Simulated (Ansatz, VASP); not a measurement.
## SnO2 in VASP and in Ansatz

INCAR

```
SYSTEM = SnO2
PREC = Accurate ; ENCUT = 520
EDIFF = 1E-6 ; ISMEAR = 0
SIGMA = 0.05 ; LREAL = .False.
LASPH = .True. ; NELM = 80
ALGO = Normal ; ISIF = 2
LWAVE = .False. ; LCHARG = .False.
NBANDS = 35
```

KPOINTS

```
regular mesh
0
Gamma
  6 6 8
  0 0 0
```

POSCAR

```
SnO2
1.0
    4.7207174017      0.0000000000      0.0000000000
    0.0000000000      4.7207174017      0.0000000000
    0.0000000000      0.0000000000      3.1887553105
Sn O
2 4
Direct
    0.0000000000      0.0000000000     -0.0658564172
    0.5000000000      0.5000000000      0.5658564172
    0.2523626180      0.3598504812      0.0383163468
    0.2476373820      0.8598504812      0.4616836532
    0.7476373820      0.6401495188      0.0383163468
    0.7523626180      0.1401495188      0.4616836532
```

Input for Ansatz:

```yaml
crystal:
  lattice:
    - [4.7207174017, 0.0, 0.0]
    - [0.0, 4.7207174017, 0.0]
    - [0.0, 0.0, 3.1887553105]
  atoms:
    - { symbol: Sn, position: [0.0, 0.0, -0.0658564172] }
    - { symbol: Sn, position: [0.5, 0.5, 0.5658564172] }
    - { symbol: O, position: [0.252362618, 0.3598504812, 0.0383163468] }
    - { symbol: O, position: [0.247637382, 0.8598504812, 0.4616836532] }
    - { symbol: O, position: [0.747637382, 0.6401495188, 0.0383163468] }
    - { symbol: O, position: [0.752362618, 0.1401495188, 0.4616836532] }
basis:
  ecutwfc: 520.0
kpoints:
  mp_grid: { grid: [6, 6, 8] }
hamiltonian:
  xc: lda
  pseudopotentials: { kind: paw, azcp: { folder: soft_1 } }
scf:
  occupations: { method: gaussian, width: 0.05 }
output:
  forces: true
  stress: true
  eigenvalues: true
```

Change from the starting cell: mode 4 frozen in at -0.359 Å and mode 5 at -0.210 Å (largest displacements).

Alike in both runs: task single point; functional LDA; k mesh 6 × 6 × 8; occupations gaussian, width 0.05 eV; no spin polarisation.

```csv
,VASP,Ansatz
version,VASP 6.6.1,Ansatz 0.2.0
potentials or method,"VASP PAW LDA potentials, release 64 (Sn_d, O)","scalar-relativistic, plane waves, PAW"
plane-wave cutoff (eV),520,520
valence electrons in the cell,52,52
```

Ansatz gave:

| Property | Result |
| --- | --- |
| gap on the k mesh at the Fermi level (eV) | 1.16 |
| least direct gap on the mesh (eV) | 1.21 |
| pressure (GPa) | -5.1 |
| largest component of the traceless stress (GPa) | 1.93 |
| rms of the force components (eV/Å) | 0.651 |

Problem. Which values does VASP return?

Solution. gap on the k mesh at the Fermi level (eV): 1.17; least direct gap on the mesh (eV): 1.22; pressure (GPa): -3.9; largest component of the traceless stress (GPa): 1.57; rms of the force components (eV/Å): 0.665.

Atom by atom the forces differ by 0.038 eV/Å (rms over components). Ansatz warned: «pseudo_functional_mismatch».

Caveats: spin-orbit coupling is left out, which moves the levels of the heavy elements; forces of over 1 eV/Å show positions far from the minimum, so gaps and moduli don't describe the material at rest. A k mesh can miss the band edges.
